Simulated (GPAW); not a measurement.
Zn:

```
Zn
1.0
     2.67000    0.00000    0.00000
    -1.33500    2.31229    0.00000
     0.00000    0.00000    4.96600
Zn
2
Direct
  0.66667 0.33333 0.75000
  0.33333 0.66667 0.25000
```

* Program: GPAW 26.7.0
* Task: relaxation of cell and atoms
* Functional: PBEsol
* Dispersion: D3
* Potentials or basis: PAW data sets generated in the run's folder for this functional
* Cutoff: 600 eV
* Basis: pw
* k mesh: 10 × 10 × 5
* Occupations: fermi-dirac, width 0.05 eV
* Spin: no spin polarisation

At the start: pressure -9.0 GPa; volume 15.33 Å³/atom.

Question: How do energy, volume and symmetry change on relaxing?

Answer: Over 8 steps the energy falls by 55.0 meV/atom and the volume is 13.57 Å³/atom (-11.5 %); space group P6_3/mmc (No. 194, to 0.05 Å).

Step by step:
```csv
step,energy change (eV),largest force (eV/Å),pressure (GPa),volume (Å³)
1,0.0000,0.0000,-9.04,30.66
2,-0.0304,0.0000,-7.99,30.10
3,-0.1025,0.0000,2.41,26.70
4,-0.1081,0.0000,-0.55,27.41
5,-0.1086,0.0000,-0.23,27.32
6,-0.1096,0.0000,0.34,27.12
7,-0.1100,0.0000,0.32,27.09
8,-0.1100,0.0000,0.08,27.13
```

Final structure:
```
Zn
1.0
     2.56930    0.00000    0.00000
    -1.28465    2.22508    0.00000
     0.00000    0.00000    4.74585
Zn
2
Direct
  0.66667 0.33333 0.75000
  0.33333 0.66667 0.25000
```

Caveat: later steps reuse the first step's grids; pairwise dispersion overbinds metals, which lowers pressure and volume.
